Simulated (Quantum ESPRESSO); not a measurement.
## Te under changes of volume

One of the cells (31.146 Å³/atom); the others are scaled copies at fixed shape and fractional positions:

```
Te
1.0
     2.30590    1.33131    1.69095
    -2.30590    1.33131    1.69095
     0.00000   -2.66263    1.69095
Te
1
Direct
  0.50000 0.50000 0.50000
```

This isn't the form of Te at room conditions, which is trigonal, of chains.

```yaml
Program: Quantum ESPRESSO 7.5
Functional: LDA
Potentials_or_basis: GBRV 1.5 LDA
Cutoff: 612 eV
Density_cutoff: 4898 eV
k_mesh: 9 × 9 × 9
Occupations: fermi-dirac, width 0.05 eV
Spin: no spin polarisation
```

```csv
volume (Å³/atom),energy over the lowest point (meV/atom),pressure (GPa)
29.277,?,?
29.900,2.41,1.3
30.523,0.00,-0.1
31.146,2.51,-1.2
31.769,9.32,-2.3
32.392,20.05,-3.2
33.015,34.26,-4.1
```

Task: What does the run at 29.277 Å³/atom give?

Result: Energy over the lowest point 10.18 meV/atom; pressure 2.7 GPa.

Worked out: A Birch-Murnaghan fit of order 3 (a polynomial in V^(-2/3)) to the other rows has its minimum at 30.51 Å³/atom with B0 = V·E''(V) = 61 GPa and B' = 4.5 at fixed shape and positions, which overstates the stiffness. It gives 10.25 meV/atom at 29.277 Å³/atom, against the run's 10.18, and -dE/dV = 2.8 GPa, against 2.7.

Energies are extrapolated to zero smearing.
